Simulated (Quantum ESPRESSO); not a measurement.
Ge in Quantum ESPRESSO: the effect of target pressure

Ge:

```xyz
4
Lattice="3.9976 0.0000 0.0000 -1.9988 3.4620 0.0000 0.0000 0.0000 6.5994" Properties=species:S:1:pos:R:3 pbc="T T T"
Ge    0.0000    2.3080    6.1843
Ge    1.9988    1.1540    2.8846
Ge    0.0000    2.3080    3.7148
Ge    1.9988    1.1540    0.4151
```

This isn't the form of Ge at room conditions, which is diamond.

Alike in all runs:

| Property | Result |
| --- | --- |
| Program | Quantum ESPRESSO 7.5 |
| Task | relaxation of cell and atoms |
| Functional | PBEsol |
| Potentials or basis | GBRV 1.5 PBEsol |
| Cutoff | 707 eV |
| Density cutoff | 5633 eV |
| k mesh | 7 × 7 × 3 |
| Occupations | fermi-dirac, width 0.05 eV |
| Spin | no spin polarisation |

Each run relaxes the cell or the atoms first.

| target pressure | relaxed volume (Å³/atom) |
| --- | --- |
| 0 GPa | 22.81 |
| 2 GPa | ? |
| 5 GPa | 21.38 |
| 10 GPa | 20.35 |
| 20 GPa | 18.85 |
| 30 GPa | 17.77 |

Problem. What does the run with target pressure 2 GPa give?

Solution. Relaxed volume 22.16 Å³/atom.

Worked out: In Murnaghan's law V^(-B') rises as a straight line in P. The other rows fit best with B' = 4.2, V0 = 22.81 Å³/atom and B0 = 68 GPa, which gives 22.19 Å³/atom at 2 GPa, against the run's 22.16.

Caveats: the volume moved by over 15 % at a fixed basis, so the end points are rough (some runs).
